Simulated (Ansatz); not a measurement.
The system is KMgF3.

```xyz
5
Lattice="3.9859 0.0000 0.0000 0.0000 3.9859 0.0000 0.0000 0.0000 3.9859" Properties=species:S:1:pos:R:3 pbc="T T T"
K     1.9929    1.9929    1.9929
Mg    0.0000    0.0000    0.0000
F     0.0000    0.0000    1.9929
F     0.0000    1.9929    0.0000
F     1.9929    0.0000    0.0000
```

Base run:

* Program: Ansatz 0.2.0
* Functional: LDA
* Potentials or basis: Ansatz PAW
* Cutoff: 420 eV (not typed: the program's choice for these potentials)
* k mesh: 7 × 7 × 7
* Occupations: fermi-dirac, width 0.05 eV
* Spin: no spin polarisation

Its results: band gap on the k mesh 7.02 eV, indirect (least direct gap 7.31 eV); pressure -4.5 GPa.

Question: The run is repeated on the same cell with these changes: functional from LDA to r2SCAN; cutoff from 420 eV (not typed: the program's choice for these potentials) to 500 eV (not typed: the program's choice for these potentials). What comes out?

Answer: Band gap on the k mesh 8.30 eV, indirect (least direct gap 8.58 eV); pressure -0.3 GPa.

r2SCAN gives the wider gap, since meta-GGAs in the generalised Kohn-Sham scheme recover part of the derivative discontinuity.

Caveats: the PAW data sets come from PBE, with cores solved anew for the run's functional, which leaves a small shift of forces and pressure.

A k mesh can miss the band edges.
